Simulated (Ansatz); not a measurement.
# Structure relaxation of Co

The calculation used DFT r2SCAN, scalar-relativistic, plane waves, PAW (Ansatz 0.2.0). Cutoff 500 eV, Γ-centred k mesh, Gaussian smearing, collinear spin, first started from parallel moments.

Co was placed on the simple hexagonal structure type (P6/mmm, No. 191), at a guessed volume.

```xyz
1
Lattice="2.3880 0.0000 0.0000 -1.1940 2.0681 0.0000 0.0000 0.0000 2.2313" Properties=species:S:1:pos:R:3 pbc="T T T"
Co    0.0000    0.0000    0.0000
```

Cell and atoms relax at zero pressure; the relaxation can't lower the symmetry of the start. After a coarse first stage the cell is made exact in the group found at 0.06 Å.

Energies count from the standard state of Co at the same level.

Question: Which crystal results?

Answer: It keeps P6/mmm (No. 191). The result has the simple hexagonal structure. Conventional cell: a = 2.433 Å, c = 2.319 Å. Co is coordinated by 8 Co at 2.32–2.43 Å.

```xyz
1
Lattice="2.4327 0.0000 0.0000 -1.2163 2.1068 0.0000 0.0000 0.0000 2.3189" Properties=species:S:1:pos:R:3 pbc="T T T"
Co    0.0000    0.0000    0.0000
```

Question: What are its volume, energy, gap and moment?

Answer: The volume per atom is 11.88 Å³, the density is 8.23 g/cm³ and the energy over the standard structure is 0.47 eV/atom. The gap on the 27×27×24 mesh is 0 eV (a metal) and the net moment per atom is 1.97 μB. The largest site moment is 2.03 μB.

The final run used a 27×27×24 mesh on its 1-atom cell and 0.10 eV smearing. The k mesh leaves about 4 meV/atom of noise in metals. The magnetic state reached may not be the lowest. A structure relaxed within its symmetry needn't be a true minimum. The steps took about 5 core-minutes in all.